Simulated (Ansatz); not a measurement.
**SnGe2: computed properties**

All numbers below come from DFT PBE, scalar-relativistic, plane waves, PAW in Ansatz 0.2.0.

Cutoff 420 eV; k points 12×12×4 on the computed 6-atom cell (Γ-centred); Gaussian smearing, width 0.10 eV; no spin polarisation.

The structure is relaxed at this level of theory with its symmetry kept, and needn't be the ground state of this composition.

```yaml
crystal:
  lattice:
    - [4.29214, 0.00000, 0.00000]
    - [-2.14607, 3.71711, 0.00000]
    - [0.00000, 0.00000, 10.53268]
  atoms:
    - { symbol: Sn, position: [0.00000, 0.00000, 0.86359] }
    - { symbol: Sn, position: [0.00000, 0.00000, 0.13641] }
    - { symbol: Ge, position: [0.33333, 0.66667, 0.53631] }
    - { symbol: Ge, position: [0.66667, 0.33333, 0.22660] }
    - { symbol: Ge, position: [0.66667, 0.33333, 0.46369] }
    - { symbol: Ge, position: [0.33333, 0.66667, 0.77340] }
```

| Quantity | Value |
| --- | --- |
| Space group | P-3m1 (No. 164) |
| Volume per atom | 189.0 bohr³ |
| Formation energy from the elements' standard states (uncorrected) | +0.040 eV/atom |
| Kohn–Sham band gap | none (metal) |
| Density of states at the Fermi level | 0.3 states/eV per cell |
| Orbital (Löwdin) character within 0.5 eV of the Fermi level | Ge 4p 59 %, Sn 5p 25 %, Ge 4s 12 % |
| Bader charge by site (e) | Sn (2 in the cell) 0.24, Ge (2 in the cell) 0.02, Ge (2 in the cell) -0.25 |

The cell was found from a structure generator's guess, not taken from experiment. Löwdin shares on free-atom orbitals overweight diffuse shells.
